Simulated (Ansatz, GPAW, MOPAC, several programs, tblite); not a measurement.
Many methods on one cell: PbO2 (2H monolayer)

PbO2 as a 2H monolayer, relaxed with r2SCAN in Ansatz, was computed with several methods. The sheet's in-plane cell has a = 3.227 Å, b = 3.227 Å (γ = 120.0°), and its outermost atoms lie 2.54 Å apart along the normal. Around Pb lie 6 O at 2.25 Å; around O lie 3 Pb at 2.25 Å. Values at 0 K without nuclear motion; spin polarisation is off, and the phase may be a hypothetical one.

```
Pb O
1.0
     3.22666    0.00000    0.00000
    -1.61333    2.79437    0.00000
     0.00000    0.00000   29.16054
Pb O
1 2
Direct
  0.33333 0.66667 0.30864
  0.66667 0.33333 0.35214
  0.66667 0.33333 0.26513
```
The sheet repeats along a and b alone.

Gaps and times are for a single point on this cell. Times are rough, from shared hosts (Arm Neoverse V1), and each method has its own mesh and cell size. PM6 (MOPAC), PM7 (MOPAC), GFN1-xTB (tblite), GFN2-xTB (tblite) treat a cluster of cells at its zone centre, which samples few k points: where these miss a band edge, the gap comes out too large for that reason alone. Gaps from k meshes are read at a limited set of points (mesh, symmetry points, PBE's band edges), so each method's own least gap may be somewhat smaller. xTB and the PM methods were fitted mostly to molecules, and can miss a solid's gap by electronvolts. Minimal bases can be far off for gaps. d marks a direct gap, i an indirect one (no mark: not told apart), a dash a value that wasn't computed or didn't pass its checks.

```csv
method,kind,gap (eV),atoms computed,processor time
PM6 (MOPAC),semi-empirical,6.07,27,0.28 s
PM7 (MOPAC),semi-empirical,5.95,27,0.39 s
GFN1-xTB (tblite),tight binding,1.35,27,0.94 s
GFN2-xTB (tblite),tight binding,0.80,27,1.2 s
light PBE (260 eV and a coarse mesh),light plane-wave,0.02 i,3,3.4 s
PBE/single zeta (GPAW),small basis,0.14 i,3,4.6 s
PBE,semilocal,0.05 i,3,13 s
r2SCAN,semilocal,0.23 i,3,32 s
```

Against r2SCAN (0.23 eV) and with closed or daggered gaps left aside, the nearest gap at the points sampled is that of PBE/single zeta (GPAW) (-0.09 eV) and the farthest that of PM6 (MOPAC) (+5.84 eV). r2SCAN is only a yardstick of convenience: semilocal gaps usually lie below measured ones, which GLLB-SC and hybrids aim to mend.

Spin-orbit coupling is left out; in compounds of Pb, Bi, Tl or Hg it can lower a gap by up to about 1 eV, split its edges or invert the bands.
